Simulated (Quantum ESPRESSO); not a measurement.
Li:

```
Li
1.0
     0.00000    2.20200    2.20200
     2.20200    0.00000    2.20200
     2.20200    2.20200    0.00000
Li
1
Direct
  0.00000 0.00000 0.00000
```

This isn't the form of Li at room conditions, which is bcc.

| Quantity | Value |
| --- | --- |
| Program | Quantum ESPRESSO 7.5 |
| Task | phonons and electron-phonon coupling |
| Functional | PBE |
| Potentials or basis | GBRV 1.5 PBE |
| Cutoff | 612 eV |
| Density cutoff | 4898 eV |
| k mesh | 12 × 12 × 12 |
| Occupations | methfessel-paxton, width 0.272 eV |
| Spin | no spin polarisation |
| Mixing beta | 0.5 |
| Most SCF iterations | 120 |
| SCF threshold | 2e-10 Ry |
| q mesh | 4 × 4 × 4 |

The cell and the atoms were relaxed first, to 20.21 Å³/atom (a = 3.058 Å, b = 3.058 Å, c = 3.058 Å, α = 60.00°, β = 60.00°, γ = 60.00°), and the response was taken there.

Is this structure dynamically stable at this level, and how far does the spectrum reach?

No: the interpolated spectrum has imaginary modes, down to 17i cm⁻¹ near q = (0.06, 0.06, 0.12). The highest frequency is 345 cm⁻¹.

Phonon frequencies at the corners of the path (cm⁻¹, interpolated; i marks imaginary ones):
| point | frequencies |
| --- | --- |
| Γ | 0 0 0 |
| X | 242 242 345 |
| W | 221 307 307 |
| K | 202 280 328 |
| L | 129 129 318 |
| U | 202 280 328 |

Phonon states per cell in windows of 20 cm⁻¹ (negative: imaginary):
```
from (cm⁻¹)  total
        -20   0.00
          0   0.00
         20   0.02
         40   0.03
         60   0.04
         80   0.07
        100   0.11
        120   0.20
        140   0.24
        160   0.25
        180   0.27
        200   0.28
        220   0.23
        240   0.22
        260   0.26
        280   0.25
        300   0.41
        320   0.11
        340   0.01
```

Caveat: some modes are imaginary; the interpolated spectrum has imaginary branches, which spoil the λ, ω_log and α²F that the log prints; λ from interpolated matrix elements is rough: modes that symmetry makes equal can differ by tens of percent.
